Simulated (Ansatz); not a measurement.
**Energy ranking of Co₂Si structures**

Method: Ansatz, DFT PBE, scalar-relativistic, plane waves, PAW. Settings: cutoff 420 eV, Γ-centred meshes spaced at most about 0.3 Å⁻¹, and about 0.25 Å⁻¹ or finer for metals (2π included), Gaussian smearing. Spin is collinear in cells that carry moments; the others ran without spin or lost their moments.

Formation energies are uncorrected and refer to the elements' standard structures at the same level.

Temperature and zero-point effects are left out. Larger cells and other orderings weren't all tried, so the list isn't exhaustive. A magnetic state wasn't ruled out in cells without spin, among them P6_3/mmc, P6/mmm. The magnetic state reached may not be the lowest.

Invented guesses and database cells were relaxed alike, and ends that match in structure, energy and magnetic state were merged. ΔE counts from the first row. Coordination counts Si atoms around Co (those within 1.25 times the shortest such distance or 1.15 times the sum of covalent radii; a plus sign parts nearer from farther groups; a slash parts the counts of unlike sites). The ends were matched against large subsets of the Crystallography Open Database and the Materials Project, so a missing match doesn't prove that a structure is unreported.

```tsv
#	reached from	type and space group	atoms	Å³/atom	coordination	ΔE (meV/atom)	gap on mesh (eV)	moments	in databases
1	a cell as deposited in COD	Pnma (No. 62)	12	10.6	Co 4+1/5	0	0.00	parallel, 0.3 μB	COD
2	a cell proposed by chemical analogy	Ni2In, P6_3/mmc (No. 194)	6	10.7	Co 5/6	77	0.00	none	no match
3	a cell proposed by chemical analogy	Fe2P, P-62m (No. 189)	9	11.3	Co 4/5	100	0.00	parallel, 0.9 μB	no match
4	a cell proposed by chemical analogy	I4/mmm (No. 139)	3	10.7	Co 4	126	0.00	parallel, 0.8 μB	no match
5	a cell proposed by chemical analogy	Cu2Sb, P4/nmm (No. 129)	6	11.4	Co 4/1+4	146	0.00	parallel, 0.9 μB	no match
6	VSi2 type (P6_422)	P6_422 (No. 181)	9	10.9	Co 5	189	0.00	parallel, 1.0 μB	no match
7	AlB2 type (P6/mmm)	P6/mmm (No. 191)	3	10.9	Co 6	465	0.00	none	no match
```

The lowest: Space group Pnma (No. 62), orthorhombic, a = 4.883 Å, b = 3.711 Å, c = 7.041 Å. Si has 7 Co at 2.29–2.42 Å and 3 Co at 2.57–2.60 Å; Co on its first site has 4 Si at 2.29–2.33 Å, 8 Co at 2.53–2.67 Å and 1 Si at 2.60 Å; Co on its second site has 3 Si at 2.33–2.42 Å, 8 Co at 2.48–2.66 Å and 2 Si at 2.57 Å. Its energy over the elements is −0.44 eV/atom. It is a structure that the Crystallography Open Database (COD) lists.

```
CELL_PARAMETERS angstrom
4.88286 0.00000 0.00000
0.00000 3.71137 0.00000
0.00000 0.00000 7.04074
ATOMIC_POSITIONS crystal
Si 0.20271 0.25000 0.10571
Si 0.79729 0.75000 0.89429
Si 0.70271 0.25000 0.39429
Si 0.29729 0.75000 0.60571
Co 0.82664 0.75000 0.56466
Co 0.17336 0.25000 0.43534
Co 0.32664 0.75000 0.93534
Co 0.67336 0.25000 0.06466
Co 0.53626 0.25000 0.71747
Co 0.46374 0.75000 0.28253
Co 0.03626 0.25000 0.78253
Co 0.96374 0.75000 0.21747
```

The second: Space group P6_3/mmc (No. 194), hexagonal, a = 3.888 Å, c = 4.894 Å. Co on a site of symmetry -3m has 8 Co at 2.45–2.56 Å and 6 Si at 2.56 Å; Co on a site of symmetry -6m2 is surrounded by 3 Si at 2.24 Å, 2 Si at 2.45 Å and 6 Co at 2.56 Å; Si is surrounded by 3 Co at 2.24 Å and 8 Co at 2.45–2.56 Å. Counting Si atoms around Co, the first has Co 4+1/5 and the second has Co 5/6. Cells relaxed within their symmetry can be saddle points.

```cif
data_structure
_symmetry_space_group_name_H-M 'P 1'
_symmetry_Int_Tables_number 1
_cell_length_a 3.8882
_cell_length_b 3.8882
_cell_length_c 4.8936
_cell_angle_alpha 90.000
_cell_angle_beta 90.000
_cell_angle_gamma 120.000
_cell_volume 64.07
loop_
_atom_site_label
_atom_site_type_symbol
_atom_site_fract_x
_atom_site_fract_y
_atom_site_fract_z
_atom_site_occupancy
Co1 Co 0.00000 0.00000 0.50000 1
Co2 Co 0.00000 0.00000 0.00000 1
Co3 Co 0.33333 0.66667 0.75000 1
Co4 Co 0.66667 0.33333 0.25000 1
Si1 Si 0.66667 0.33333 0.75000 1
Si2 Si 0.33333 0.66667 0.25000 1
```

Some types were kept out of the candidates beforehand, so the set may lack a known form.
